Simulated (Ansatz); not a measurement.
# V2O5: a ladder of calculations

Cell of run 1: a computed structure from the Materials Project (it need not be an observed phase), taken as it stands.

```cif
data_V2O5
_symmetry_space_group_name_H-M 'Pmmn:1'
_symmetry_Int_Tables_number 59
_cell_length_a 3.5517
_cell_length_b 11.6044
_cell_length_c 4.2634
_cell_angle_alpha 90.000
_cell_angle_beta 90.000
_cell_angle_gamma 90.000
loop_
_atom_site_label
_atom_site_type_symbol
_atom_site_symmetry_multiplicity
_atom_site_Wyckoff_symbol
_atom_site_fract_x
_atom_site_fract_y
_atom_site_fract_z
V V 4 e 0.0000 0.1483 0.8886
O5 O 2 a 0.0000 0.0000 0.9936
O6 O 4 e 0.0000 0.1467 0.5140
O7 O 4 e 0.5000 0.1819 0.9942
```

One atom of each set is listed.

All runs are DFT with Ansatz 0.2.0 (plane waves and PAW, scalar-relativistic unless spin–orbit coupling is named, Γ-centred meshes, Fermi–Dirac smearing where given) in this cell.

Run 1: PBE, atoms as given; 420 eV, 6×2×5 k-points, smearing 0.02 eV.
Run 2: r2SCAN, atoms as given; 500 eV, 6×2×5 k-points, smearing 0.02 eV.
Run 3: PBE, gradients read without the response of the cores, atoms as given; 420 eV, 6×2×5 k-points, smearing 0.02 eV.

```json
{"run": "1", "V V_zz (η)": "0.76 (0.68)", "O5 V_zz (η)": "-6.07 (0.01)", "O6 V_zz (η)": "-1.00 (0.70)"}
{"run": "2", "V V_zz (η)": "?", "O5 V_zz (η)": "?", "O6 V_zz (η)": "?"}
{"run": "3", "V V_zz (η)": "0.76 (0.63)", "O5 V_zz (η)": "-6.24 (0.03)", "O6 V_zz (η)": "-0.95 (0.74)"}
```

V_zz in 10²¹ V/m²; 3 of the 4 sets of like atoms are followed.

(1) Estimate the row of run 2.

## Answers

(1) V: 0.77 (0.09); O5: -6.29 (0.10); O6: -0.67 (0.93). It lies nearest to run 3, from whose tensors on these sites it differs by 0.36 at most (largest principal value of the difference, on O6). Taken one at a time, the functional (r2SCAN with its higher cutoff) moves the tensors on these sites by up to 0.42 (largest principal value of the change, on O6), the response of the cores by 0.17 (O5).

In runs 1, 2, 3 the atoms aren't at the calculated equilibrium (largest force 0.53, 1.1, 0.53 eV/Å).
